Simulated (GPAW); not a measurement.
# CdS (Hawleyite) (F-43m) in GPAW: a series of runs

One crystal, CdS (Hawleyite), is run at these levels: LDA, PBE; tasks: dielectric tensor.

Program: GPAW 26.7.0. These are calculated values, not measurements. Logs are shortened: lines on timing, memory, paths and dates and some standing lists are left out, and cuts for length are marked. The log counts tension as positive stress, the text compression.

## Step 1: The structure

Symmetry: F-43m, No. 216, cubic system. The conventional cell has a = 5.910 Å, b = 5.910 Å, c = 5.910 Å, α = 90.00°, β = 90.00°, γ = 90.00°. Cd (site symmetry -43m) has 4 S at 2.56 Å as nearest neighbours. S (site symmetry -43m) is surrounded by 4 Cd at 2.56 Å.

## Step 2: Dielectric tensor, LDA

The input, run.py:

```python
import numpy as np
from ase.dft.bandgap import bandgap
from ase.io import read, write
from gpaw import GPAW, PW
from gpaw.response.df import DielectricFunction

atoms = read('POSCAR')

calc = GPAW(mode=PW(400),
            xc='LDA',
            kpts={'size': (6, 6, 6), 'gamma': True},
            occupations={'name': 'fermi-dirac', 'width': 0.001},
            nbands=18,
            convergence={'density': 1e-06},
            maxiter=150,
            txt='gpaw.txt')
atoms.calc = calc
energy = atoms.get_potential_energy()
calc.write('gs.gpw')
write('result.traj', atoms)
print(f'Energy: {energy:.6f} eV')
print('Fermi level:', round(calc.get_fermi_level(), 4), 'eV')
print(f'Gap: {bandgap(calc)[0]:.4f} eV, direct: {bandgap(calc, direct=True)[0]:.4f} eV')

for size in [(20, 20, 20)]:
    name = 'x'.join(str(n) for n in size)
    dense = calc.fixed_density(kpts={'size': size, 'gamma': True},
                               nbands=35, convergence={'bands': 29, 'eigenstates': 1e-7},
                               update_fermi_level=True, txt=f'dense-{name}.txt')
    dense.write(f'{name}.gpw', mode='all')
    df = DielectricFunction(f'{name}.gpw', frequencies=np.array([0.0]), hilbert=False, eta=0.001,
                            ecut=80, nbands=29, intraband=False, txt=f'df-{name}.txt')
    for xc in ['RPA']:
        for direction in ['x', 'y', 'z', [0, 1, 1], [1, 0, 1], [1, 1, 0]]:
            e0, e = df.get_macroscopic_dielectric_constant(xc=xc, direction=direction)
            print(f'{name} {xc} {direction}: {e0:.4f} without, {e:.4f} with local fields')
```

The input, POSCAR:

```
CdS
1.0
    0.0000000000      2.9548794012      2.9548794012
    2.9548794012      0.0000000000      2.9548794012
    2.9548794012      2.9548794012      0.0000000000
Cd S
1 1
Direct
    0.0000000000      0.0000000000      0.0000000000
    0.7500000000      0.7500000000      0.7500000000
```

Potentials or basis: the program's PAW data sets (release 1.2.1) made for this functional, pw.

Command:

```
OMP_NUM_THREADS=1 python run.py
```

gpaw.txt:

```text
__  _  _
 | _ |_)|_||  |
 |__||  | ||/\| - 26.7.0

Input parameters:
  mode=PW(ecut=400.0),
  convergence={'density': 1e-06},
  kpts=MonkhorstPack(size=(6, 6, 6), gamma=True),
  maxiter=150,
  nbands=18,
  occupations=Occupations(name='fermi-dirac', width=0.001),
  xc=XC(name='LDA')

Diagonalizing LCAO Hamiltonian
Converting LCAO to pw mode

                     S

       Cd

Atoms  # Å, Bohr magnetons
|   | symbol |        x |        y |        z |    initial magnetic moments |
|---|--------|----------|----------|----------|-----------------------------|
| 0 |     Cd | 0.000000 | 0.000000 | 0.000000 | ( 0.0000,  0.0000,  0.0000) |
| 1 |      S | 4.432319 | 4.432319 | 4.432319 | ( 0.0000,  0.0000,  0.0000) |

Unit cell  # Å
| periodic |        x |        y |        z |  lengths |    angles |
|----------|----------|----------|----------|----------|-----------|
|      yes | 0.000000 | 2.954879 | 2.954879 | 4.178831 | 60.000000 |
|      yes | 2.954879 | 0.000000 | 2.954879 | 4.178831 | 60.000000 |
|      yes | 2.954879 | 2.954879 | 0.000000 | 4.178831 | 60.000000 |

Number of symmetries: 24
Symmetry operations  # r_c * U_cc + t_c -> r_c
|    | kind |            matrix            |
|----|------|------------------------------|
|  0 |  E   |  1, 0, 0,  0, 1, 0,  0, 0, 1 |
|  1 |  σ   |  1, 0, 0,  0, 0, 1,  0, 1, 0 |
|  2 |  σ   |  1, 0,-1,  0, 1,-1,  0, 0,-1 |
|  3 |  C3  |  1, 0,-1,  0, 0,-1,  0, 1,-1 |
|  4 |  C3  |  1,-1, 0,  0,-1, 1,  0,-1, 0 |
|  5 |  σ   |  1,-1, 0,  0,-1, 0,  0,-1, 1 |
|  6 |  σ   |  0, 1, 0,  1, 0, 0,  0, 0, 1 |
|  7 |  C3  |  0, 1, 0,  0, 0, 1,  1, 0, 0 |
|  8 |  C2  |  0, 1,-1,  1, 0,-1,  0, 0,-1 |
|  9 |  S4  |  0, 1,-1,  0, 0,-1,  1, 0,-1 |
| 10 |  C3  |  0, 0, 1,  1, 0, 0,  0, 1, 0 |
| 11 |  σ   |  0, 0, 1,  0, 1, 0,  1, 0, 0 |
| 12 |  S4  |  0, 0,-1,  1, 0,-1,  0, 1,-1 |
| 13 |  C3  |  0, 0,-1,  0, 1,-1,  1, 0,-1 |
| 14 |  S4  |  0,-1, 1,  1,-1, 0,  0,-1, 0 |
| 15 |  C2  |  0,-1, 1,  0,-1, 0,  1,-1, 0 |
| 16 |  C3  |  0,-1, 0,  1,-1, 0,  0,-1, 1 |
| 17 |  S4  |  0,-1, 0,  0,-1, 1,  1,-1, 0 |
| 18 |  S4  | -1, 1, 0, -1, 0, 1, -1, 0, 0 |
| 19 |  C3  | -1, 1, 0, -1, 0, 0, -1, 0, 1 |
| 20 |  C3  | -1, 0, 1, -1, 1, 0, -1, 0, 0 |
| 21 |  S4  | -1, 0, 1, -1, 0, 0, -1, 1, 0 |
| 22 |  σ   | -1, 0, 0, -1, 1, 0, -1, 0, 1 |
| 23 |  C2  | -1, 0, 0, -1, 0, 1, -1, 1, 0 |

BZ-sampling:
  Number of BZ points: 216
  Number of IBZ points: 16

  Monkhorst-Pack size: [6, 6, 6]
  Monkhorst-Pack shift: [0.08333333333333333, 0.08333333333333333, 0.08333333333333333]

K-points  # in reciprocal-cell coordinates
|     |                                coordinates |     weight |
|-----|--------------------------------------------|------------|
|   0 | (  0.00000000,   0.00000000,   0.00000000) | 0.00462963 |
|   1 | (  0.16666667,   0.16666667,   0.00000000) | 0.02777778 |
|   2 | (  0.16666667,   0.16666667,   0.16666667) | 0.03703704 |
|   3 | (  0.33333333,   0.16666667,   0.16666667) | 0.05555556 |
|   4 | (  0.33333333,   0.33333333,  -0.33333333) | 0.05555556 |
|   5 | (  0.33333333,   0.33333333,   0.00000000) | 0.02777778 |
|   6 | (  0.33333333,   0.33333333,   0.16666667) | 0.11111111 |
|   7 | (  0.33333333,   0.33333333,   0.33333333) | 0.03703704 |
|   8 | (  0.50000000,   0.33333333,  -0.33333333) | 0.11111111 |
|   9 | (  0.50000000,   0.33333333,  -0.16666667) | 0.05555556 |
| ... |                                            |            |
|  15 | (  0.50000000,   0.50000000,   0.50000000) | 0.01851852 |

Plane wave coefficients: 960
Cutoff: 400.0 eV

Spin-components: 1 (collinear spins)
Bands:           18
Projectors:      11
Spin-degeneracy: 2
Datatype:        complex128

Parallelization:
  kpt:    1
  domain: 1
  band:   1

Density:
  Valence electrons: 18.0
  Components: 1
  Grid points: [20 20 20]
  Charge: 0.0  # |e|

Potential:
  Grid points: [20 20 20]

species:
  Cd:
    name:    Cadmium
    Z:       48.0
    valence: 12
    core:    36
    charge:  0.0  # [|e|]
    compensation charges:
      type: gauss
      rc: 0.38  # [Å]
      lmax: 2
    cutoffs:
      filter: 2.12  # [Å]
      core: 2.62  # [Å]
    projectors
    | kind |    occ | energy [eV] | rcut [Å] |
    |------|--------|-------------|----------|
    |   5s |  2.000 |      -5.950 |    1.191 |
    |   5p |  0.000 |      -1.328 |    1.228 |
    |   4d | 10.000 |     -11.904 |    1.164 |
    |    s |        |      21.261 |    1.191 |
    |    p |        |      25.883 |    1.228 |
    |    d |        |      15.307 |    1.164 |

    Using partial waves for Cd as LCAO basis

  S:
    name:    Sulfur
    Z:       16.0
    valence: 6
    core:    10
    charge:  0.0  # [|e|]
    compensation charges:
      type: gauss
      rc: 0.24  # [Å]
      lmax: 2
    cutoffs:
      filter: 1.77  # [Å]
      core: 1.66  # [Å]
    projectors
    | kind |    occ | energy [eV] | rcut [Å] |
    |------|--------|-------------|----------|
    |   3s |  2.000 |     -17.278 |    0.974 |
    |   3p |  4.000 |      -7.106 |    0.979 |
    |    s |        |       9.933 |    0.974 |
    |    p |        |      20.105 |    0.979 |
    |    d |        |       0.000 |    0.900 |

    Using partial waves for S as LCAO basis

Reference energy: -162860.550595  # eV

eigensolver:
  PPCG
  Converge bands: occupied
  niter=2

density mixing:
  MSR1-Mixer
  Pratt-step length: 0.05
  Maximum mixing coefficient: 0.75
  Old densities: 10
  SVD Regularization: 0.005
  Good broyden scale: 1.0
  Trust region scale: 1.0
  Backstep threshold: 4.0
  History deletion threshold: 6.0
  Fourier metric: weight=20.0, sigma=0.015

occupation numbers:
  Fermi-Dirac:
    width: 0.0010  # eV

poisson solver:
  ecut: 3200.0  # eV

xc functional:
  name: None

convergence criteria:
- Maximum integral of absolute [dens]ity change: 1e-06 electrons / valence electron
- Maximum [total energy] change in last 3 cyles: 0.0005 eV / valence electron
- Maximum integral of absolute [eigenst]ate change: 4e-08 eV^2 / valence electron
maximum number of iterations: 150

SCF iterations
|iter     | |      energy | eigst |  dens |
|---------|-|-------------|-------|-------|
|iter:   1| |   -7.932005 | -0.53 |       |
|iter:   2| |   -7.823976 | -2.29 | -1.14 |
|iter:   3| |   -7.448855 | -1.63 | -1.19 |
|iter:   4| |   -7.441925 | -3.63 | -1.75 |
|iter:   5| |   -7.440425c| -3.95 | -2.20 |
|iter:   6| |   -7.440425c| -5.57 | -3.08 |
|iter:   7| |   -7.440426c| -6.84 | -3.57 |
|iter:   8| |   -7.440426c| -7.76c| -4.80 |
|iter:   9| |   -7.440426c| -8.39c| -5.28 |
|iter:  10| |   -7.440426c| -8.98c| -6.39c|

Converged in 10 steps
Energy contributions relative to reference atoms: (reference = -162860.550595)

Energy contributions:
  Kinetic:          12.298954
  Coulomb:         -11.536899
  Zero:              0.198850
  External:          0.000000
  Xc:               -8.401331
  Entropy:          -0.000000
  Spinorbit:         0.000000
  ----------------------------
  Free energy:      -7.440426
  Extrapolated:     -7.440426

dipole moment: (-16.857001, -16.857001, -16.857001)  # |e|*Ang

Fermi level: 2.987
Eigenvalues  # (at kpt = [0.000, 0.000, 0.000])
| band index |      eig [eV] | occ [0-2] |
|------------|---------------|-----------|
|          0 |        -9.242 |     2.000 |
|          1 |        -4.676 |     2.000 |
|          2 |        -4.676 |     2.000 |
|          3 |        -4.676 |     2.000 |
|          4 |        -4.235 |     2.000 |
|          5 |        -4.235 |     2.000 |
[... 10 lines left out ...]
|         16 |        15.810 |     0.000 |
|         17 |        15.810 |     0.000 |

Gap: 0.759 eV
Transition (v -> c):
  (s=0, k=0, n=8, [0.00, 0.00, 0.00]) -> (s=0, k=0, n=9, [0.00, 0.00, 0.00])
No difference between direct/indirect transitions
# Writing to gs.gpw (mode='')
```

Run time: 3.7 min. Hardware: 1 thread of Intel Xeon at 2.50GHz (Skylake/Cascade Lake), shared host; peak memory 0.47 GiB.

What came out:

```
Free energy                             : -7.4404 eV
Band gap on the k mesh                  : 0.76 eV, direct
Electronic dielectric tensor (diagonal) : 6.61
```

Electronic dielectric tensor:
```
6.61 0.00 0.00
0.00 6.61 0.00
0.00 0.00 6.61
```

Caveat: the long-wavelength limit can be off by several per cent where d states take part. As with any semilocal functional, this LDA gap is likely too small.

## Step 3: Dielectric tensor, LDA

This run uses another cell than the first one, of 26.30 Å³/atom, 1.019 times its volume.

run.py is that of step 2.

The input, POSCAR:

```
CdS
1.0
    0.0000000000      2.9737007966      2.9737007966
    2.9737007966      0.0000000000      2.9737007966
    2.9737007966      2.9737007966      0.0000000000
Cd S
1 1
Direct
    0.0000000000      0.0000000000      0.0000000000
    0.7500000000      0.7500000000      0.7500000000
```

Potentials or basis: the program's PAW data sets (release 1.2.1) made for this functional, pw.

Command:

```
OMP_NUM_THREADS=1 python run.py
```

gpaw.txt:

```text
__  _  _
 | _ |_)|_||  |
 |__||  | ||/\| - 26.7.0

Input parameters:
  mode=PW(ecut=400.0),
  convergence={'density': 1e-06},
  kpts=MonkhorstPack(size=(6, 6, 6), gamma=True),
  maxiter=150,
  nbands=18,
  occupations=Occupations(name='fermi-dirac', width=0.001),
  xc=XC(name='LDA')

Diagonalizing LCAO Hamiltonian
Converting LCAO to pw mode

                     S

       Cd

Atoms  # Å, Bohr magnetons
|   | symbol |        x |        y |        z |    initial magnetic moments |
|---|--------|----------|----------|----------|-----------------------------|
| 0 |     Cd | 0.000000 | 0.000000 | 0.000000 | ( 0.0000,  0.0000,  0.0000) |
| 1 |      S | 4.460551 | 4.460551 | 4.460551 | ( 0.0000,  0.0000,  0.0000) |

Unit cell  # Å
| periodic |        x |        y |        z |  lengths |    angles |
|----------|----------|----------|----------|----------|-----------|
|      yes | 0.000000 | 2.973701 | 2.973701 | 4.205448 | 60.000000 |
|      yes | 2.973701 | 0.000000 | 2.973701 | 4.205448 | 60.000000 |
|      yes | 2.973701 | 2.973701 | 0.000000 | 4.205448 | 60.000000 |

Number of symmetries: 24
Symmetry operations  # r_c * U_cc + t_c -> r_c
|    | kind |            matrix            |
|----|------|------------------------------|
|  0 |  E   |  1, 0, 0,  0, 1, 0,  0, 0, 1 |
|  1 |  σ   |  1, 0, 0,  0, 0, 1,  0, 1, 0 |
|  2 |  σ   |  1, 0,-1,  0, 1,-1,  0, 0,-1 |
|  3 |  C3  |  1, 0,-1,  0, 0,-1,  0, 1,-1 |
|  4 |  C3  |  1,-1, 0,  0,-1, 1,  0,-1, 0 |
|  5 |  σ   |  1,-1, 0,  0,-1, 0,  0,-1, 1 |
|  6 |  σ   |  0, 1, 0,  1, 0, 0,  0, 0, 1 |
|  7 |  C3  |  0, 1, 0,  0, 0, 1,  1, 0, 0 |
|  8 |  C2  |  0, 1,-1,  1, 0,-1,  0, 0,-1 |
|  9 |  S4  |  0, 1,-1,  0, 0,-1,  1, 0,-1 |
| 10 |  C3  |  0, 0, 1,  1, 0, 0,  0, 1, 0 |
| 11 |  σ   |  0, 0, 1,  0, 1, 0,  1, 0, 0 |
| 12 |  S4  |  0, 0,-1,  1, 0,-1,  0, 1,-1 |
| 13 |  C3  |  0, 0,-1,  0, 1,-1,  1, 0,-1 |
| 14 |  S4  |  0,-1, 1,  1,-1, 0,  0,-1, 0 |
| 15 |  C2  |  0,-1, 1,  0,-1, 0,  1,-1, 0 |
| 16 |  C3  |  0,-1, 0,  1,-1, 0,  0,-1, 1 |
| 17 |  S4  |  0,-1, 0,  0,-1, 1,  1,-1, 0 |
| 18 |  S4  | -1, 1, 0, -1, 0, 1, -1, 0, 0 |
| 19 |  C3  | -1, 1, 0, -1, 0, 0, -1, 0, 1 |
| 20 |  C3  | -1, 0, 1, -1, 1, 0, -1, 0, 0 |
| 21 |  S4  | -1, 0, 1, -1, 0, 0, -1, 1, 0 |
| 22 |  σ   | -1, 0, 0, -1, 1, 0, -1, 0, 1 |
| 23 |  C2  | -1, 0, 0, -1, 0, 1, -1, 1, 0 |

BZ-sampling:
  Number of BZ points: 216
  Number of IBZ points: 16

  Monkhorst-Pack size: [6, 6, 6]
  Monkhorst-Pack shift: [0.08333333333333333, 0.08333333333333333, 0.08333333333333333]

K-points  # in reciprocal-cell coordinates
|     |                                coordinates |     weight |
|-----|--------------------------------------------|------------|
|   0 | (  0.00000000,   0.00000000,   0.00000000) | 0.00462963 |
|   1 | (  0.16666667,   0.16666667,   0.00000000) | 0.02777778 |
|   2 | (  0.16666667,   0.16666667,   0.16666667) | 0.03703704 |
[... 58 lines left out ...]

  S:
    name:    Sulfur
    Z:       16.0
    valence: 6
    core:    10
    charge:  0.0  # [|e|]
    compensation charges:
      type: gauss
      rc: 0.24  # [Å]
      lmax: 2
    cutoffs:
      filter: 1.77  # [Å]
      core: 1.66  # [Å]
    projectors
    | kind |    occ | energy [eV] | rcut [Å] |
    |------|--------|-------------|----------|
    |   3s |  2.000 |     -17.278 |    0.974 |
    |   3p |  4.000 |      -7.106 |    0.979 |
    |    s |        |       9.933 |    0.974 |
    |    p |        |      20.105 |    0.979 |
    |    d |        |       0.000 |    0.900 |

    Using partial waves for S as LCAO basis

Reference energy: -162860.550595  # eV

eigensolver:
  PPCG
  Converge bands: occupied
  niter=2

density mixing:
  MSR1-Mixer
  Pratt-step length: 0.05
  Maximum mixing coefficient: 0.75
  Old densities: 10
  SVD Regularization: 0.005
  Good broyden scale: 1.0
  Trust region scale: 1.0
  Backstep threshold: 4.0
  History deletion threshold: 6.0
  Fourier metric: weight=20.0, sigma=0.015

occupation numbers:
  Fermi-Dirac:
    width: 0.0010  # eV

poisson solver:
  ecut: 3200.0  # eV

xc functional:
  name: None

convergence criteria:
- Maximum integral of absolute [dens]ity change: 1e-06 electrons / valence electron
- Maximum [total energy] change in last 3 cyles: 0.0005 eV / valence electron
- Maximum integral of absolute [eigenst]ate change: 4e-08 eV^2 / valence electron
maximum number of iterations: 150

SCF iterations
|iter     | |      energy | eigst |  dens |
|---------|-|-------------|-------|-------|
|iter:   1| |   -7.904499 | -0.56 |       |
|iter:   2| |   -7.794756 | -2.32 | -1.14 |
|iter:   3| |   -7.417602 | -1.63 | -1.19 |
|iter:   4| |   -7.410741 | -3.64 | -1.75 |
|iter:   5| |   -7.409255c| -3.98 | -2.20 |
|iter:   6| |   -7.409257c| -5.59 | -3.12 |
|iter:   7| |   -7.409258c| -6.84 | -3.57 |
|iter:   8| |   -7.409258c| -7.74c| -4.79 |
|iter:   9| |   -7.409258c| -8.36c| -5.24 |
|iter:  10| |   -7.409258c| -8.96c| -6.42c|

Converged in 10 steps
Energy contributions relative to reference atoms: (reference = -162860.550595)

Energy contributions:
  Kinetic:          11.188671
  Coulomb:         -10.660167
  Zero:              0.200960
  External:          0.000000
  Xc:               -8.138721
  Entropy:          -0.000000
  Spinorbit:         0.000000
  ----------------------------
  Free energy:      -7.409258
  Extrapolated:     -7.409258

dipole moment: (-17.005442, -17.005442, -17.005442)  # |e|*Ang

Fermi level: 2.772
Eigenvalues  # (at kpt = [0.000, 0.000, 0.000])
| band index |      eig [eV] | occ [0-2] |
|------------|---------------|-----------|
|          0 |        -9.329 |     2.000 |
|          1 |        -4.809 |     2.000 |
|          2 |        -4.809 |     2.000 |
|          3 |        -4.809 |     2.000 |
|          4 |        -4.392 |     2.000 |
|          5 |        -4.392 |     2.000 |
[... 10 lines left out ...]
|         16 |        15.559 |     0.000 |
|         17 |        15.559 |     0.000 |

Gap: 0.718 eV
Transition (v -> c):
  (s=0, k=0, n=8, [0.00, 0.00, 0.00]) -> (s=0, k=0, n=9, [0.00, 0.00, 0.00])
No difference between direct/indirect transitions
# Writing to gs.gpw (mode='')
```

stdout:

```text
Energy: -7.409258 eV
Fermi level: 2.7724 eV
Gap: 0.7182 eV, direct: 0.7182 eV
20x20x20 RPA x: 7.3719 without, 6.6924 with local fields
20x20x20 RPA y: 7.3719 without, 6.6924 with local fields
20x20x20 RPA z: 7.3719 without, 6.6924 with local fields
20x20x20 RPA [0, 1, 1]: 7.3719 without, 6.6924 with local fields
20x20x20 RPA [1, 0, 1]: 7.3719 without, 6.6924 with local fields
20x20x20 RPA [1, 1, 0]: 7.3719 without, 6.6924 with local fields
```

df-20x20x20.txt:

```text
FrequencyGridDescriptor(from 0.000 to 0.000 eV, 1 points)
FrequencyGridDescriptor(from 0.000 to 0.000 eV, 1 points)

Calculating chi0 body with:
    Ground state adapter containing:
    Number of spins: 1
    Number of kpoints: 8000
    Number of irreducible kpoints: 256
    Number of completely occupied states: 9
    Number of partially occupied states: 9

    Linear response parametrization:
    q_c: [0.0, 0.0, 0.0]
    Number of frequency points: 1
    Planewave cutoff: 80.0
    Number of bands: 29
    Number of planewaves: 65
    Broadening (eta): 0.001

Integrating chi0 body.

Symmetries of q_c:
    Direct symmetries (Uq -> q): 24
    Indirect symmetries (TUq -> q): 24
In total 48 allowed symmetries.

Integral kind: response function

Calculating chi0 optical extensions with:
    Ground state adapter containing:
    Number of spins: 1
    Number of kpoints: 8000
    Number of irreducible kpoints: 256
    Number of completely occupied states: 9
    Number of partially occupied states: 9

    Linear response parametrization:
    Number of frequency points: 1
    Planewave cutoff: 80.0
    Number of bands: 29
    Number of planewaves: 65
    Broadening (eta): 0.001
Integrating chi0 head and wings.

Symmetries of q_c:
    Direct symmetries (Uq -> q): 24
    Indirect symmetries (TUq -> q): 24
In total 48 allowed symmetries.

Integral kind: response function wings

Finished calculating chi0
```

Run time: 4 min. Hardware: 1 thread of Intel Xeon at 2.50GHz (Skylake/Cascade Lake), shared host; peak memory 0.47 GiB.

What came out:

| Item | Value |
| --- | --- |
| Free energy | -7.4093 eV |
| Band gap on the k mesh | 0.72 eV, direct |
| Electronic dielectric tensor (diagonal) | 6.69 |

Electronic dielectric tensor:
```
6.69 0.00 0.00
0.00 6.69 0.00
0.00 0.00 6.69
```

Caveat: the long-wavelength limit can be off by several per cent where d states take part.

(Continued in part 2 of 2.)
